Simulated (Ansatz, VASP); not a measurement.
# C: VASP beside Ansatz

```xyz
8
Lattice="-3.1603 3.1603 1.6662 3.1603 -3.1603 1.6662 3.1603 3.1603 -1.6662" Properties=species:S:1:pos:R:3 pbc="T T T"
C     0.0000    0.0000    2.6582
C     0.0000    3.1603    0.1589
C     0.7778    0.7778    1.6662
C     2.3825    2.3825    0.0000
C     2.3825    0.7778    0.8331
C     3.9381   -0.7778    0.8331
C     0.0000    0.0000    0.6743
C     0.0000    3.1603    1.5074
```

Alike in both runs: task relaxation of cell and atoms; functional PBE; k mesh 12 × 12 × 12; occupations gaussian, width 0.1 eV; no spin polarisation.

|  | VASP | Ansatz |
| --- | --- | --- |
| version | VASP 6.6.1 | Ansatz 0.2.0 |
| potentials or method | VASP PAW PBE potentials, release 64 (C) | scalar-relativistic, plane waves, PAW |
| plane-wave cutoff (eV) | 600 | 420 |
| valence electrons in the cell | 32 | 32 |

```tsv
	VASP	Ansatz	Ansatz less VASP
gap on the k mesh at the Fermi level, each at its own relaxed structure (eV)	none	none	-
relaxed volume (Å³/atom)	8.32	8.33	+0.012
relaxed cell length with the largest relative difference (Å)	4.769	4.772	+0.0029
```

A gap of «none» marks a metal or a gap that the smearing closes.
